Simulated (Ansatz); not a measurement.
We consider zinc-blende AlSb, described by r²SCAN0 (plane waves, PAW; Ansatz, an electronic-structure program).

Settings: plane-wave cutoff 520 eV, 8×8×8 k mesh, Fermi–Dirac smearing 0.01 eV, scalar-relativistic PAW data made under PBE.

Cell (relaxed at this level):

```cif
data_AlSb
_chemical_formula_sum 'Al1 Sb1'
_space_group_name_H-M_alt 'P 1'
_space_group_IT_number 1
_cell_length_a 4.34399
_cell_length_b 4.34399
_cell_length_c 4.34399
_cell_angle_alpha 60.000
_cell_angle_beta 60.000
_cell_angle_gamma 60.000
loop_
_space_group_symop_operation_xyz
  'x, y, z'
loop_
_atom_site_label
_atom_site_type_symbol
_atom_site_fract_x
_atom_site_fract_y
_atom_site_fract_z
_atom_site_occupancy
Al1 Al 0.00000 0.00000 0.00000 1
Sb1 Sb 0.25000 0.25000 0.25000 1
```

Task: Estimate the smallest direct gap on the k points sampled, band gap, pressure derivative B′ of the bulk modulus and width of the whole s-p valence band that the calculation returns.

Result: 
- smallest direct gap on the k points sampled = 3.28 eV
- band gap = 2.52 eV
- pressure derivative B′ of the bulk modulus = 4.2
- width of the whole s-p valence band = 12.23 eV

Measured, for comparison: band gap 1.73 eV (zero-point renormalisation of 35 meV (experimental, the table's column) added back here, indirect; inputs from Miglio et al. (2020), arXiv:2011.12765).

Spin–orbit coupling is not included; with these elements it can move the gap by several tenths of an eV or more.

Computed values are for the static lattice.

Computing time: about 24 core-minutes (a rough figure).
